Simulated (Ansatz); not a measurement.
## MnS: changing the starting magnetic order

```cif
data_structure
_symmetry_space_group_name_H-M 'F-43m'
_symmetry_Int_Tables_number 216
_cell_length_a 4.9469
_cell_length_b 4.9469
_cell_length_c 4.9469
_cell_angle_alpha 90.000
_cell_angle_beta 90.000
_cell_angle_gamma 90.000
_cell_volume 121.06
loop_
_atom_site_label
_atom_site_type_symbol
_atom_site_symmetry_multiplicity
_atom_site_Wyckoff_symbol
_atom_site_fract_x
_atom_site_fract_y
_atom_site_fract_z
_atom_site_occupancy
Mn1 Mn 4 a 0.00000 0.00000 0.00000 1
S1 S 4 c 0.25000 0.25000 0.25000 1
```

The cell is a database's computed one, not the measured one.

Kept alike: task single point; functional PBEsol; k mesh 9 × 9 × 9; occupations fermi-dirac, width 0.05 eV. Program: Ansatz, Ansatz PAW, cutoff 420 eV. The mesh is that of the run's cell of 2 atoms. No spin-orbit coupling.

```csv
starting magnetic order,largest site moment (μB),moment of the cell (μB),free energy over the lowest row (meV/atom)
"ferromagnetic start, larger moments",0.20,0.24,0.00
fm,0.20,0.24,0.00
random,0.20,0.24,0.00
spin off,0.00,0.00,0.56
```

For a metal such a mesh leaves the last digits unconverged. Moments of the cell are magnitudes, and a label names the start alone. The runs hold the magnetic state that their start led to, which needn't be the lowest. The row without spin has no moments by construction. Site moments count inside each atom's sphere or projector. All rows use potentials made for PBE.

Task: What does the starting magnetic order change here?

Result: The largest site moment runs from 0.00 (spin off) to 0.20 μB (ferromagnetic start, larger moments; fm; random). The moment of the cell runs from 0.00 (spin off) to 0.24 μB (ferromagnetic start, larger moments; fm; random). The free energy is lowest at ferromagnetic start, larger moments; fm; random, and 0.56 meV an atom higher at spin off. Starts that end at one energy have found one state: ferromagnetic start, larger moments; fm; random.
